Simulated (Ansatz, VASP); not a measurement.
Two plane-wave programs on TiO

File INCAR:

```
  ALGO = Normal
  EDIFF = 1E-7
  ENCUT = 520
  GGA = PS
  ISIF = 2
  ISMEAR = -1
  KPAR = 2
  LASPH = True
  LCHARG = False
  LREAL = False
  LWAVE = False
  NBANDS = 36
  NELM = 80
  PREC = Accurate
  SIGMA = 0.05
```

The input KPOINTS:

```
k-points
0
Gamma
  6 6 9
```

The input POSCAR:

```
TiO
1.0
    5.0869378645      0.0000000000      0.0000000000
   -2.5434689323      4.4054174182      0.0000000000
    0.0000000000      0.0000000000      2.9296672263
Ti O
3 3
Direct
    0.0000000000      0.0000000000      0.0000000000
    0.3333333333      0.6666666667      0.5000000000
    0.6666666667      0.3333333333      0.5000000000
    0.0000000000      0.3944407600      0.0000000000
    0.3944407600      0.0000000000      0.0000000000
    0.6055592400      0.6055592400      0.0000000000
```

input.yaml

```yaml
crystal:
  lattice:
    - [5.0869378645, 0.0, 0.0]
    - [-2.5434689323, 4.4054174182, 0.0]
    - [0.0, 0.0, 2.9296672263]
  atoms:
    - { symbol: Ti, position: [0.0, 0.0, 0.0] }
    - { symbol: Ti, position: [0.3333333333, 0.6666666667, 0.5] }
    - { symbol: Ti, position: [0.6666666667, 0.3333333333, 0.5] }
    - { symbol: O, position: [0.0, 0.39444076, 0.0] }
    - { symbol: O, position: [0.39444076, 0.0, 0.0] }
    - { symbol: O, position: [0.60555924, 0.60555924, 0.0] }
hamiltonian:
  xc: pbesol
  pseudopotentials: { kind: paw }
kpoints:
  mp_grid: { grid: [6, 6, 9] }
scf:
  occupations: { method: fermi_dirac, width: 0.05 }
output:
  forces: true
  stress: true
  eigenvalues: true
```

Change from the starting cell: volume scaled by 1.06.

Alike in both runs: task single point; functional PBEsol; k mesh 6 × 6 × 9; occupations fermi-dirac, width 0.05 eV; no spin polarisation.

|  | VASP | Ansatz |
| --- | --- | --- |
| version | VASP 6.6.1 | Ansatz 0.2.0 |
| potentials or method | VASP PAW PBE potentials, release 64 (Ti_sv, O) | Ansatz PAW |
| plane-wave cutoff (eV) | 520 | 420 |
| valence electrons in the cell | 54 | 54 |

Ansatz gave:

- gap on the k mesh at the Fermi level (eV): none
- pressure (GPa): -16.8
- largest component of the traceless stress (GPa): 0.82
- rms of the force components (eV/Å): 0.079

Problem. What did VASP give for the same quantities?

Solution. gap on the k mesh at the Fermi level (eV): none; pressure (GPa): -16.2; largest component of the traceless stress (GPa): 0.86; rms of the force components (eV/Å): 0.076.

Atom by atom the forces differ by 0.003 eV/Å (rms over components). A gap of «none» marks a metal or a gap that the smearing closes.

Caveats: semilocal functionals often make such compounds metallic where correlation or magnetic order opens a gap, which also shifts bond lengths; the PAW data sets were made with another functional, which shifts forces and pressure a little (VASP); the pressure holds a Pulay correction of +0.6 GPa for the finite cutoff (Ansatz); the PAW data sets come from PBE, with cores solved anew for the run's functional, which leaves a small shift of forces and pressure (Ansatz).
